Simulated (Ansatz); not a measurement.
## AlRu in Ansatz: the effect of functional

Crystal: AlRu.

```xyz
2
Lattice="2.9305 0.0000 0.0000 0.0000 2.9305 0.0000 0.0000 0.0000 2.9305" Properties=species:S:1:pos:R:3 pbc="T T T"
Ru    1.4653    1.4653    1.4653
Al    0.0000    0.0000    0.0000
```

The cell isn't the ideal one: volume scaled by 0.94.

Alike in all runs:

```yaml
Program: Ansatz 0.2.0
Task: single point
Potentials_or_basis: Ansatz PAW
k_mesh: 9 × 9 × 9
Occupations: fermi-dirac, width 0.05 eV
Spin: no spin polarisation
```

| functional | cutoff | pressure (GPa) |
| --- | --- | --- |
| LDA | 420 eV (not typed: the program's choice for these potentials) | ? |
| r2SCAN | 500 eV (not typed: the program's choice for these potentials) | 13.0 |
| PBE | 420 eV (not typed: the program's choice for these potentials) | 17.8 |

Task: What does the run with functional LDA give?

Result: Pressure 5.8 GPa.

Caveats: the PAW data sets come from PBE, with cores solved anew for the run's functional, which leaves a small shift of forces and pressure (some runs).
